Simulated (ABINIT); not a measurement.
# CdS (Hawleyite) (F-43m) in ABINIT: further runs

One crystal, CdS (Hawleyite), is run at these levels: PBE, HSE06; tasks: single point.

All numbers are computed with ABINIT 10.8.3 (patched build); they aren't measurements. Logs are shortened: lines on timing, memory, paths and dates and some standing lists are left out, and cuts for length are marked. The log counts tension as positive stress, the text compression.

## Step 1: The structure

The structure is cubic, space group F-43m (No. 216). The conventional cell has a = 5.833 Å, b = 5.833 Å, c = 5.833 Å, α = 90.00°, β = 90.00°, γ = 90.00°. Cd (site symmetry -43m) is surrounded by 4 S at 2.53 Å. S (site symmetry -43m) is surrounded by 4 Cd at 2.53 Å.

## Step 2: Single point, PBE

Input file run.abi:

```
# Pseudopotentials
pp_dirpath "./"
pseudos "Cd_ONCV_PBE-1.2.upf, S_ONCV_PBE-1.2.upf"

# Structure
acell 3*1.0 Angstrom
rprim
     0.0000000000     2.9165000000     2.9165000000
     2.9165000000     0.0000000000     2.9165000000
     2.9165000000     2.9165000000     0.0000000000
ntypat 2
znucl 48 16
natom 2
typat 1 2
xred
     0.0000000000     0.0000000000     0.0000000000
     0.7500000000     0.7500000000     0.7500000000

# Plane-wave basis
ecut 22.0

# k points
kptopt 1
ngkpt 6 6 6
nshiftk 1
shiftk 0.0 0.0 0.0

# Exchange and correlation
ixc 11

# Bands and occupations
nband 15
occopt 1

# SCF cycle
nstep 100
tolvrs 1.0e-10
diemac 6.0

# Output
iomode 3
prtwf 0
prtden 0
prteig 0
prtebands 0
enunit 1
prtvol 2
```

Potentials or basis: SG15 NC PBE v1.2.

Launch:

```
mpirun --bind-to none -np 8 abinit run.abi > log 2>&1
```

run.abo:

```text
.Version 10.8.3 of ABINIT
 Symmetries : space group F-4 3 m (#216); Bravais cF (face-center cubic)
================================================================================
 Values of the parameters that define the memory need of the present run
     intxc =       0    ionmov =       0      iscf =       7    lmnmax =       6
     lnmax =       6     mgfft =      36  mpssoang =       3    mqgrid =    3001
     natom =       2  nloc_mem =       1    nspden =       1   nspinor =       1
    nsppol =       1      nsym =      24    n1xccc =       0    ntypat =       2
    occopt =       1   xclevel =       2
       mpw =        1666          nfft =       46656          nkpt =          16
================================================================================
================================================================================

--------------------------------------------------------------------------------
------------- Echo of variables that govern the present computation ------------
--------------------------------------------------------------------------------
 -outvars: echo values of preprocessed input variables --------
            acell      1.8897261259E+00  1.8897261259E+00  1.8897261259E+00 Bohr
              amu      1.12411000E+02  3.20660000E+01
           diemac      6.00000000E+00
             ecut      2.20000000E+01 Hartree
           enunit           1
              ixc          11
         kptrlatt        6    0    0      0    6    0      0    0    6
          kptrlen      4.67656631E+01
            natom           2
            nband          15
            ngfft          36      36      36
             nkpt          16
            nstep         100
             nsym          24
           ntypat           2
           prtden           0
        prtebands           0
           prteig           0
           prtvol           2
            prtwf           0
            rprim      0.0000000000E+00  2.9165000000E+00  2.9165000000E+00
                       2.9165000000E+00  0.0000000000E+00  2.9165000000E+00
                       2.9165000000E+00  2.9165000000E+00  0.0000000000E+00
          spgroup         216
           tolvrs      1.00000000E-10
            typat      1  2
           xangst      0.0000000000E+00  0.0000000000E+00  0.0000000000E+00
                       4.3747500000E+00  4.3747500000E+00  4.3747500000E+00
            xcart      0.0000000000E+00  0.0000000000E+00  0.0000000000E+00
                       8.2670793693E+00  8.2670793693E+00  8.2670793693E+00
             xred      0.0000000000E+00  0.0000000000E+00  0.0000000000E+00
                       7.5000000000E-01  7.5000000000E-01  7.5000000000E-01
            znucl       48.00000   16.00000
[... 182 lines left out ...]
 kpt#   2, nband= 15, wtk=  0.03704, kpt=  0.1667  0.0000  0.0000 (reduced coord)
 -97.48443  -58.53902  -58.53889  -58.53889   -8.36902   -3.80258   -3.80258   -3.74050
  -3.36040   -3.36040    2.38294    3.68582    3.68582    6.20122   10.12792
 kpt#   3, nband= 15, wtk=  0.03704, kpt=  0.3333  0.0000  0.0000 (reduced coord)
 -97.48442  -58.53933  -58.53895  -58.53895   -8.15524   -3.74098   -3.74098   -3.37017
  -3.34330   -3.34330    0.49105    3.31411    3.31411    6.87856   10.63385
 kpt#   4, nband= 15, wtk=  0.01852, kpt=  0.5000  0.0000  0.0000 (reduced coord)
 -97.48441  -58.53949  -58.53898  -58.53898   -8.04908   -3.71967   -3.71967   -3.32251
  -3.32251   -2.98309   -0.50242    3.14108    3.14108    6.91793   10.94288
 kpt#   5, nband= 15, wtk=  0.02778, kpt=  0.1667  0.1667  0.0000 (reduced coord)
 -97.48442  -58.53902  -58.53893  -58.53893   -8.33397   -3.76385   -3.76385   -3.76109
  -3.38404   -3.33818    2.42948    3.35168    3.35168    6.66454    9.42738
 kpt#   6, nband= 15, wtk=  0.11111, kpt=  0.3333  0.1667  0.0000 (reduced coord)
 -97.48442  -58.53925  -58.53899  -58.53899   -8.15711   -3.72381   -3.69040   -3.53226
[... 16 lines left out ...]
 kpt#  12, nband= 15, wtk=  0.05556, kpt= -0.3333  0.3333  0.0000 (reduced coord)
 -97.48441  -58.53934  -58.53926  -58.53904   -7.95164   -3.65886   -3.58694   -3.41048
  -3.33765   -2.80980   -0.01519    1.33883    2.60258    8.35285    9.68657
 kpt#  13, nband= 15, wtk=  0.01389, kpt=  0.5000  0.5000  0.0000 (reduced coord)
 -97.48441  -58.53948  -58.53912  -58.53912   -7.91742   -3.62460   -3.49188   -3.49188
  -3.27341   -2.91822   -0.05483    2.01670    2.01670    7.46726    8.27067
 kpt#  14, nband= 15, wtk=  0.11111, kpt=  0.5000  0.3333  0.1667 (reduced coord)
 -97.48441  -58.53934  -58.53914  -58.53903   -8.01901   -3.65134   -3.64298   -3.45644
  -3.32054   -3.07142    0.38317    1.90786    2.64591    8.50558    9.23409
 kpt#  15, nband= 15, wtk=  0.11111, kpt= -0.3333  0.3333  0.1667 (reduced coord)
 -97.48441  -58.53937  -58.53921  -58.53906   -7.95164   -3.64687   -3.60454   -3.40081
  -3.34187   -2.80762   -0.07430    1.59666    2.34617    8.82411    9.51810
 kpt#  16, nband= 15, wtk=  0.05556, kpt= -0.3333  0.5000  0.1667 (reduced coord)
 -97.48441  -58.53940  -58.53920  -58.53912   -7.91870   -3.61097   -3.56771   -3.43832
  -3.31830   -2.77710   -0.01575    1.72314    1.78230    8.63969    9.01767
 Total charge density [el/Bohr^3]
)     Maximum=    1.5894E+00  at reduced coord.    0.0833    0.9444    0.9444
)Next maximum=    1.5894E+00  at reduced coord.    0.0278    0.9444    0.9444
)     Minimum=    1.5952E-03  at reduced coord.    0.5000    0.5000    0.5000
)Next minimum=    1.6063E-03  at reduced coord.    0.2500    0.2500    0.2500
   Integrated=    2.6000E+01

--- !EnergyTerms
iteration_state     : {dtset: 1, }
comment             : Components of total free energy in Hartree
kinetic             :  5.12714240001463E+01
hartree             :  5.33633860339583E+01
xc                  : -1.61463012013171E+01
Ewald energy        : -9.94062291781547E+01
psp_core            :  3.67702361042235E+00
local_psp           : -1.43195374832451E+02
non_local_psp       : -1.52719405578162E+01
total_energy        : -1.65708012125212E+02
total_energy_eV     : -4.50914472199285E+03
band_energy         : -2.15264067967589E+01
...

 Cartesian components of stress tensor (hartree/bohr^3)
  sigma(1 1)= -1.03878256E-04  sigma(3 2)=  0.00000000E+00
  sigma(2 2)= -1.03878256E-04  sigma(3 1)=  0.00000000E+00
  sigma(3 3)= -1.03878256E-04  sigma(2 1)=  0.00000000E+00

-Cartesian components of stress tensor (GPa)         [Pressure=  3.0562E+00 GPa]
- sigma(1 1)= -3.05620379E+00  sigma(3 2)=  0.00000000E+00
- sigma(2 2)= -3.05620379E+00  sigma(3 1)=  0.00000000E+00
- sigma(3 3)= -3.05620379E+00  sigma(2 1)=  0.00000000E+00

== END DATASET(S) ==============================================================
================================================================================

 -outvars: echo values of variables after computation  --------
            acell      1.8897261259E+00  1.8897261259E+00  1.8897261259E+00 Bohr
           etotal     -1.6570801213E+02
            fcart     -4.7710979294E-32  4.7710979294E-32 -4.7710979294E-32
                       4.7710979294E-32 -4.7710979294E-32  4.7710979294E-32
            rprim      0.0000000000E+00  2.9165000000E+00  2.9165000000E+00
                       2.9165000000E+00  0.0000000000E+00  2.9165000000E+00
                       2.9165000000E+00  2.9165000000E+00  0.0000000000E+00
           strten     -1.0387825555E-04 -1.0387825555E-04 -1.0387825555E-04
                       0.0000000000E+00  0.0000000000E+00  0.0000000000E+00
           xangst      0.0000000000E+00  0.0000000000E+00  0.0000000000E+00
                       4.3747500000E+00  4.3747500000E+00  4.3747500000E+00
             xred      0.0000000000E+00  0.0000000000E+00  0.0000000000E+00
                       7.5000000000E-01  7.5000000000E-01  7.5000000000E-01
 Calculation completed.
```

It took 2.2 s on 8 MPI ranks of Arm Neoverse V2, shared host; peak memory 0.48 GiB.

What came out:

```
Free energy                                           : -4509.1447 eV
Pressure                                              : 3.1 GPa
Band gap on the k mesh                                : 1.15 eV, direct
Valence electrons inside the program's atomic spheres : Cd 17.08; S 3.94
```

## Step 3: Single point, HSE06

run.abi: that of step 2 with these lines changed.

```diff
@@ -28,3 +28,3 @@
 # Exchange and correlation
-ixc 11
+ixc -428
 
@@ -35,5 +35,5 @@
 # SCF cycle
-nstep 100
-tolvrs 1.0e-10
+nstep 60
 diemac 6.0
+toldfe 1.0e-7
```

Potentials or basis: SG15 NC PBE v1.2.

Launch:

```
mpirun --bind-to none -np 8 abinit run.abi > log 2>&1
```

Run time: 26 min. Hardware: 8 MPI ranks of Arm Neoverse V2, shared host; peak memory 1.1 GiB.

It converged, with:

* Free energy: -4508.6526 eV
* Pressure: 1.1 GPa
* Band gap on the k mesh: 1.96 eV, direct
* Valence electrons inside the program's atomic spheres: Cd 17.09; S 3.94

Levels at points of the mesh, in eV from the valence-band top:
| k point | band 10 | band 11 | band 12 | band 13 | band 14 | band 15 |
| --- | --- | --- | --- | --- | --- | --- |
| (0.00, 0.00, 0.00) | -8.13 | 0.00 | 0.00 | 0.00 | 1.96 | 7.66 |
| (0.50, 0.00, 0.00) | -7.73 | -4.79 | -0.82 | -0.82 | 3.94 | 8.13 |
| (0.50, 0.50, 0.00) | -7.65 | -4.31 | -2.05 | -2.05 | 4.38 | 5.34 |

Caveat: Libxc's HSE differs a little from that of other programs; the potentials were made for another functional, which shifts forces and pressure.
